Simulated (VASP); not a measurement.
```
CELL_PARAMETERS angstrom
      0.00000     3.08845     3.08845
      3.08845     0.00000     3.08845
      3.08845     3.08845     0.00000
ATOMIC_POSITIONS crystal
  Zn 0.00000 0.00000 0.00000
  Te 0.25000 0.25000 0.25000
```

All values below come from PBE GGA with spin-orbit coupling, VASP's PBE PAW potentials (set 64) (plane waves; VASP 6.6.1). Settings: 350 eV cut-off, 6×6×6 Γ-centred mesh, Gaussian smearing of 0.050 eV, potentials Zn Te.

Question: Estimate the energy per atom (σ→0), band gap (on the k-mesh) with the smallest direct gap where there is one.

Answer: 
```json
{
 "band gap (on the k-mesh)": "0.80 eV",
 "smallest direct gap (on the k-mesh)": "0.80 eV",
 "energy per atom (σ→0)": "-2.638 eV/atom"
}
```

Total energies compare only between runs with the same potentials, cut-off and functional.

The compound is ZnTe in the zinc blende structure. It was relaxed first.
